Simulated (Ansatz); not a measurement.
The system is Cu.

```xyz
1
Lattice="-1.4428 1.4428 1.3761 1.4428 -1.4428 1.3761 1.4428 1.4428 -1.3761" Properties=species:S:1:pos:R:3 pbc="T T T"
Cu    0.0000    0.0000    0.0000
```

This isn't the form of Cu at room conditions, which is fcc.

Program: Ansatz 0.2.0. Alike in all runs: no spin polarisation; cell as given. Hardware: 1 thread of Arm Neoverse V2 (shared host).

Order these runs on this cell by their wall time, lowest first.
A. task projected density of states; level r2SCAN0; potentials or basis Ansatz PAW; k mesh 8 × 8 × 8; cutoff (eV) 500; smearing fermi-dirac 0.15 eV; mesh quality coarse
B. task atomic charges; level revPBE+U; potentials or basis JTH PAW; U Cu d U = 3.5 eV; k mesh 13 × 13 × 13; cutoff (eV) 1350; smearing methfessel-paxton 0.1 eV; hubbard projectors ortho-atomic (the default); double counting fll (the default); mesh quality not flagged
C. task single point; level exchange-only PBE; potentials or basis Ansatz PAW earlier set; k mesh 13 × 13 × 13; cutoff (eV) 700; smearing tetrahedron; mesh quality not flagged

C (4.1 s), B (12 s), A (30 s).

Caveats: some runs use coarse meshes; with tetrahedron occupations forces and stress needn't match the slope of the energy (some runs); U without spin polarisation on a metal has little footing (some runs); the U is typed as a test and isn't derived for this compound (some runs).
